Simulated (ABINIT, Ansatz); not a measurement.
BN: changing the pressure

The cell as given:

Symmetry: F-43m, No. 216, cubic system. The conventional cell has a = 3.626 Å, b = 3.626 Å, c = 3.626 Å, α = 90.00°, β = 90.00°, γ = 90.00°. N (site symmetry -43m) has 4 B at 1.57 Å as nearest neighbours. B (site symmetry -43m) has 4 N at 1.57 Å as nearest neighbours.

Kept alike: task relaxation of cell and atoms; functional PBE; k mesh 13 × 13 × 13; occupations fermi-dirac, width 0.05 eV; no spin polarisation. Program: Ansatz, all-electron LAPW, scalar-relativistic. The mesh is that of the run's cell of 2 atoms. No spin-orbit coupling.

```tsv
pressure, P (GPa)	volume (Å³/atom)
0	5.953
2	?
5	5.875
10	5.802
20	5.668
30	5.546
```

The relaxations keep at least the cell's symmetry (F-43m). The runs follow the start's structure, whether or not it is the stable one at these pressures.

Problem. Fit the rows shown and predict the run at 2 GPa.

Solution. Murnaghan's form V = V0 (1 + B′P/B0)^(-1/B′) through the rows shown has V0 = 5.9528, B0 = 372.6 GPa and B′ = 3.58 (largest miss 0.0004); at P = 2 it gives 5.921 Å³/atom. The run gave: volume 5.921 Å³/atom.

The volume falls smoothly with pressure, and each further gigapascal removes less of it, as expected of a solid that stiffens on compression. The fitted bulk modulus of 372.6 GPa places cubic BN among the very hard-to-compress solids, close to diamond. The reason is a dense network of short, strong, polar sp3 bonds. Boron and nitrogen have no p shell in the core, so their 2p orbitals are compact and overlap well at short distance. In the zincblende structure symmetry fixes every atomic position, so compression must shorten the bonds themselves; there are no angles to bend or soft interlayer gaps to close, as there are in layered BN.

The agreement at 2 GPa shows that the equation of state interpolates well, but it is a mild test, since the point lies between fitted rows on a nearly straight part of the curve. The pressure derivative is probably less firmly fixed than the bulk modulus, because even the highest pressure is small beside the latter. Hardness in the sense of resistance to plastic deformation doesn't follow from these volumes.
